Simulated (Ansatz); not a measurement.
# MgH2: the cost of one run

Program: Ansatz 0.2.0. Level of theory: reference: DFT, HSE06, plane waves, PAW. These are calculated values, not measurements.

2 further runs of the same task are left out: 1 for a known fault of the program, 1 that didn't finish.

**1. Starting point**

The structure is cubic, space group Fm-3m (No. 225). Conventional cell: a = 4.730 Å, b = 4.730 Å, c = 4.730 Å, α = 90.00°, β = 90.00°, γ = 90.00°. Mg (site symmetry m-3m) has 8 H at 2.05 Å as nearest neighbours. Around H (site symmetry -43m) lie 4 Mg at 2.05 Å.

Structure file:

```
Mg H
1.0
     0.00000    2.36496    2.36496
     2.36496    0.00000    2.36496
     2.36496    2.36496    0.00000
Mg H
1 2
Direct
  0.00000 0.00000 0.00000
  0.25000 0.25000 0.25000
  0.75000 0.75000 0.75000
```

**2. Reference**

input.yaml

```yaml
crystal:
  lattice:
    - [0.0, 2.364961328, 2.364961328]
    - [2.364961328, 0.0, 2.364961328]
    - [2.364961328, 2.364961328, 0.0]
  atoms:
    - { symbol: Mg, position: [0.0, 0.0, 0.0] }
    - { symbol: H, position: [0.25, 0.25, 0.25] }
    - { symbol: H, position: [0.75, 0.75, 0.75] }
kpoints:
  mp_grid: { grid: [4, 4, 4] }
hamiltonian:
  xc: hse06
scf:
  occupations: { method: fermi_dirac, width: 0.02 }
  n_extra_bands: 4
output:
  forces: true
  stress: true
  eigenvalues: true
  write_density: true
  write_potential: true
  elf: true
  volumetric_format: npy
```

On the command line:

```console
> ansatz run input.yaml --threads 4 --pin off --max-ram 3686MiB --backend cpu --events-out ev --progress --plain --runs-dir out
```

Q: Estimate wall time and peak memory on 4 threads of an Arm CPU, shared host.

About 1.4 s, with a peak of 0.38 GiB.
